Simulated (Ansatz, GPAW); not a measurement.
Given: the input of a run of Ansatz 0.2.0 on Mo. 

File input.yaml:

```yaml
crystal:
  lattice:
    - [-1.5838089719, 1.5838089719, 1.5838089719]
    - [1.5838089719, -1.5838089719, 1.5838089719]
    - [1.5838089719, 1.5838089719, -1.5838089719]
  atoms:
    - { symbol: Mo, position: [0.0, 0.0, 0.0] }
hamiltonian:
  xc: pbe
  pseudopotentials: { kind: paw }
kpoints:
  mp_grid: { grid: [12, 12, 12] }
scf:
  occupations: { method: gaussian, width: 0.023 }
output:
  forces: true
  stress: true
  eigenvalues: true
  write_density: true
  write_potential: true
  elf: true
  volumetric_format: npy
```

Potentials or basis: Ansatz PAW.

Command:

```bash
$ ansatz run input.yaml --threads 2 --pin off --max-ram 5632MiB --backend cpu --events-out ev --progress --plain --runs-dir out
```

Q: Translate it to GPAW 26.7.0 (ASE script). Potentials or basis there: GPAW PAW data sets (gpaw-data 1.2.1), cutoff 600 eV.

A: As run (cutoffs and basis follow the program's own potentials, and thresholds, step limits or extra output files can differ):

run.py

```python
from ase.dft.bandgap import bandgap
from ase.io import read, write
from ase.units import GPa
from gpaw import GPAW, PW

atoms = read('POSCAR')

calc = GPAW(mode=PW(600),
            xc='PBE',
            kpts={'size': (12, 12, 12), 'gamma': True},
            occupations={'name': 'methfessel-paxton', 'order': 0, 'width': 0.023},
            nbands=16,
            convergence={'density': 1e-05, 'energy': 1e-05},
            maxiter=150,
            txt='gpaw.txt')
atoms.calc = calc
energy = atoms.get_potential_energy()
forces = atoms.get_forces()
stress = atoms.get_stress()
calc.write('gs.gpw')
write('result.traj', atoms)
print(f'Energy: {energy:.6f} eV')
print('Forces (eV/A):')
print(forces.round(4))
print('Stress (GPa):', (stress / GPa).round(3))
print('Fermi level:', round(calc.get_fermi_level(), 4), 'eV')
print(f'Gap: {bandgap(calc)[0]:.4f} eV, direct: {bandgap(calc, direct=True)[0]:.4f} eV')
```

File POSCAR:

```
Mo
1.0
   -1.5838089719      1.5838089719      1.5838089719
    1.5838089719     -1.5838089719      1.5838089719
    1.5838089719      1.5838089719     -1.5838089719
Mo
1
Direct
    0.0000000000      0.0000000000      0.0000000000
```

Potentials or basis: GPAW PAW data sets (gpaw-data 1.2.1), pw.

Launch:

```console
$ OMP_NUM_THREADS=1 python run.py
```

Both were run:

|  | Ansatz | GPAW |
| --- | --- | --- |
| Pressure | -1.9 GPa | -2.3 GPa |

Ansatz's pressure holds a Pulay term of +0.05 GPa for its cutoff of 420 eV, which the other run lacks.

Where Ansatz's input types no cutoff or centring, it takes its own default and a Γ-centred mesh.

Pressure is positive in compression.
